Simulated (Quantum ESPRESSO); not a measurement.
A run of Quantum ESPRESSO 7.5 is set up as follows.

Contents of pw.in:

```
&CONTROL
  calculation = 'scf'
  prefix = 'pwscf'
  outdir = './tmp'
  pseudo_dir = './pseudo'
  tprnfor = .true.
  tstress = .true.
  disk_io = 'low'
/
&SYSTEM
  ibrav = 0
  nat = 2
  ntyp = 2
  ecutwfc = 56
  nbnd = 32
  occupations = 'smearing'
  smearing = 'fd'
  degauss = 0.00367493
  noncolin = .true.
  lspinorb = .true.
/
&ELECTRONS
  conv_thr = 4d-10
  electron_maxstep = 120
  mixing_beta = 0.5
/
ATOMIC_SPECIES
Pb   207.2000 Pb.upf
S     32.0600 S.upf
CELL_PARAMETERS bohr
   0.0000000000    5.6044552541    5.6044552541
   5.6044552541    0.0000000000    5.6044552541
   5.6044552541    5.6044552541    0.0000000000
ATOMIC_POSITIONS bohr
Pb     0.0000000000    0.0000000000    0.0000000000
S      5.6044552541    5.6044552541    5.6044552541
K_POINTS automatic
8 8 8 0 0 0
```

bands.in

```
&CONTROL
  calculation = 'bands'
  prefix = 'pwscf'
  outdir = './tmp'
  pseudo_dir = './pseudo'
  disk_io = 'low'
  verbosity = 'high'
/
&SYSTEM
  ibrav = 0
  nat = 2
  ntyp = 2
  ecutwfc = 56
  nbnd = 32
  occupations = 'smearing'
  smearing = 'fd'
  degauss = 0.00367493
  noncolin = .true.
  lspinorb = .true.
/
&ELECTRONS
  conv_thr = 1d-08
  electron_maxstep = 120
  mixing_beta = 0.5
  diago_full_acc = .true.
  startingwfc = 'random'
/
ATOMIC_SPECIES
Pb   207.2000 Pb.upf
S     32.0600 S.upf
CELL_PARAMETERS bohr
   0.0000000000    5.6044552541    5.6044552541
   5.6044552541    0.0000000000    5.6044552541
   5.6044552541    5.6044552541    0.0000000000
ATOMIC_POSITIONS bohr
Pb     0.0000000000    0.0000000000    0.0000000000
S      5.6044552541    5.6044552541    5.6044552541
K_POINTS crystal
60
 0.0000000000  0.0000000000  0.0000000000 1
 0.0625000000  0.0000000000  0.0625000000 1
 0.1250000000  0.0000000000  0.1250000000 1
 0.1875000000  0.0000000000  0.1875000000 1
 0.2500000000  0.0000000000  0.2500000000 1
 0.3125000000  0.0000000000  0.3125000000 1
 0.3750000000  0.0000000000  0.3750000000 1
 0.4375000000  0.0000000000  0.4375000000 1
 0.5000000000  0.0000000000  0.5000000000 1
 0.5000000000  0.0625000000  0.5625000000 1
 0.5000000000  0.1250000000  0.6250000000 1
 0.5000000000  0.1875000000  0.6875000000 1
 0.5000000000  0.2500000000  0.7500000000 1
 0.4375000000  0.3125000000  0.7500000000 1
 0.3750000000  0.3750000000  0.7500000000 1
 0.3375000000  0.3375000000  0.6750000000 1
 0.3000000000  0.3000000000  0.6000000000 1
 0.2625000000  0.2625000000  0.5250000000 1
 0.2250000000  0.2250000000  0.4500000000 1
 0.1875000000  0.1875000000  0.3750000000 1
 0.1500000000  0.1500000000  0.3000000000 1
 0.1125000000  0.1125000000  0.2250000000 1
 0.0750000000  0.0750000000  0.1500000000 1
 0.0375000000  0.0375000000  0.0750000000 1
 0.0000000000  0.0000000000  0.0000000000 1
 0.0625000000  0.0625000000  0.0625000000 1
 0.1250000000  0.1250000000  0.1250000000 1
 0.1875000000  0.1875000000  0.1875000000 1
 0.2500000000  0.2500000000  0.2500000000 1
 0.3125000000  0.3125000000  0.3125000000 1
 0.3750000000  0.3750000000  0.3750000000 1
 0.4375000000  0.4375000000  0.4375000000 1
 0.5000000000  0.5000000000  0.5000000000 1
 0.5250000000  0.4500000000  0.5250000000 1
 0.5500000000  0.4000000000  0.5500000000 1
 0.5750000000  0.3500000000  0.5750000000 1
 0.6000000000  0.3000000000  0.6000000000 1
 0.6250000000  0.2500000000  0.6250000000 1
 0.5833333333  0.2500000000  0.6666666667 1
 0.5416666667  0.2500000000  0.7083333333 1
 0.5000000000  0.2500000000  0.7500000000 1
 0.5000000000  0.2857142857  0.7142857143 1
 0.5000000000  0.3214285714  0.6785714286 1
 0.5000000000  0.3571428571  0.6428571429 1
 0.5000000000  0.3928571429  0.6071428571 1
 0.5000000000  0.4285714286  0.5714285714 1
 0.5000000000  0.4642857143  0.5357142857 1
 0.5000000000  0.5000000000  0.5000000000 1
 0.4821428571  0.4821428571  0.5357142857 1
 0.4642857143  0.4642857143  0.5714285714 1
 0.4464285714  0.4464285714  0.6071428571 1
 0.4285714286  0.4285714286  0.6428571429 1
 0.4107142857  0.4107142857  0.6785714286 1
 0.3928571429  0.3928571429  0.7142857143 1
 0.3750000000  0.3750000000  0.7500000000 1
 0.6250000000  0.2500000000  0.6250000000 1
 0.5937500000  0.1875000000  0.5937500000 1
 0.5625000000  0.1250000000  0.5625000000 1
 0.5312500000  0.0625000000  0.5312500000 1
 0.5000000000  0.0000000000  0.5000000000 1
```

Potentials or basis: PseudoDojo 0.4 FR PBE standard.

The run is started by

```bash
$ OMP_NUM_THREADS=1 pw.x -in pw.in > pw.out
$ OMP_NUM_THREADS=1 pw.x -in bands.in > bands.out
```

Task: Predict the pressure.

Result: 1.9 GPa.

Task: Estimate the band gap on the k mesh.

Result: 0.08 eV, direct.

Levels at the corners of the path, in eV from the valence-band top:
| point | band 18 | band 19 | band 20 | band 21 | band 22 | band 23 |
| --- | --- | --- | --- | --- | --- | --- |
| Γ | -2.03 | -2.03 | -2.03 | 3.54 | 3.54 | 6.05 |
| X | -3.57 | -3.24 | -3.24 | 3.98 | 3.98 | 4.55 |
| W | -4.24 | -0.97 | -0.97 | 2.00 | 2.00 | 4.61 |
| K | -2.94 | -2.40 | -2.40 | 3.03 | 3.03 | 4.19 |
| Γ | -2.03 | -2.03 | -2.03 | 3.54 | 3.54 | 6.05 |
| L | -1.73 | 0.00 | 0.00 | 0.08 | 0.08 | 1.67 |
| U | -2.94 | -2.40 | -2.40 | 3.03 | 3.03 | 4.19 |
| W | -4.24 | -0.97 | -0.97 | 2.00 | 2.00 | 4.61 |
| L | -1.73 | 0.00 | 0.00 | 0.08 | 0.08 | 1.67 |
| K | -2.94 | -2.40 | -2.40 | 3.03 | 3.03 | 4.19 |
| U | -2.94 | -2.40 | -2.40 | 3.03 | 3.03 | 4.19 |
| X | -3.57 | -3.24 | -3.24 | 3.98 | 3.98 | 4.55 |

Caveat: some levels on the path didn't converge.
